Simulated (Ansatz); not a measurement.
# MgO: strong compression

The task here is to estimate one member of a computed series from the others.

Computed with Ansatz 0.2.0 (DFT PBE, with the methods named in each step, unless a step's input says otherwise).

## Starting point

The structure is cubic, space group F-43m (No. 216). Conventional cell: a = 4.494 Å, b = 4.494 Å, c = 4.494 Å, α = 90.00°, β = 90.00°, γ = 90.00°. Around Mg (site symmetry -43m) lie 4 O at 1.95 Å. Around O (site symmetry -43m) lie 4 Mg at 1.95 Å.

As a file:

```xyz
2
Lattice="0.0000 2.2468 2.2468 2.2468 0.0000 2.2468 2.2468 2.2468 0.0000" Properties=species:S:1:pos:R:3 pbc="T T T"
Mg    0.0000    0.0000    0.0000
O     1.1234    1.1234    1.1234
```

Whether this phase is the stable one at these pressures isn't tested.

Atoms are numbered in the order of the input: Mg1, O2.

Set-up of the first run:

File input.yaml:

```yaml
crystal:
  lattice:
    - [0.0, 2.2468001554, 2.2468001554]
    - [2.2468001554, 0.0, 2.2468001554]
    - [2.2468001554, 2.2468001554, 0.0]
  atoms:
    - { symbol: Mg, position: [0.0, 0.0, 0.0] }
    - { symbol: O, position: [0.25, 0.25, 0.25] }
kpoints:
  mp_grid: { grid: [15, 15, 15] }
scf:
  occupations: { method: fermi_dirac, width: 0.05 }
hamiltonian:
  xc: pbe
  pseudopotentials: { kind: paw }
output:
  forces: true
  stress: true
relax:
  f_tol: 0.005
  max_steps: 40
  cell: {}
```

The run is started by

```bash
$ ansatz run input.yaml --threads 1 --pin off --max-ram 2048MiB --backend cpu --events-out ev --progress --plain --runs-dir out
```

Among the steps run: Cell relaxed at zero pressure, PAW; Volume scaled by 1, PAW; Volume scaled by 0.94, PAW; Volume scaled by 0.88, PAW; Volume scaled by 0.8, PAW; Volume scaled by 0.72, PAW; Volume scaled by 0.64, PAW; Volume scaled by 0.64, PAW (source ansatz); Volume scaled by 0.55, PAW; Volume scaled by 0.55, PAW (cutoff 600 eV).

One of the session's tables, all rows but one given; the rest of the session is left out.

| method | volume over the first | volume (Å³/atom) | pressure (GPa) | gap on the k mesh (eV) |
| --- | --- | --- | --- | --- |
| PAW | 1 | 12.261 | 0.05 | 3.48 |
| PAW | 0.94 | 11.525 | 8.06 | 3.83 |
| PAW | 0.88 | 10.790 | 18.97 | 4.23 |
| PAW | 0.8 | 9.809 | 40.07 | 4.84 |
| PAW | 0.72 | 8.828 | 72.89 | 5.59 |
| PAW | 0.64 | 7.847 | 125.34 | 6.49 |
| PAW | 0.55 | 6.743 | 226.81 | 7.52 |
| PAW (cutoff 600 eV) | 0.55 | ? | ? | ? |
| PAW (source ansatz) | 0.64 | 7.847 | 124.91 | 6.51 |

Q: Estimate the row for PAW (cutoff 600 eV), 0.55 from the others.

**Answer.** volume (Å³/atom): 6.743; pressure (GPa): 226.79; gap on the k mesh (eV): 7.52.
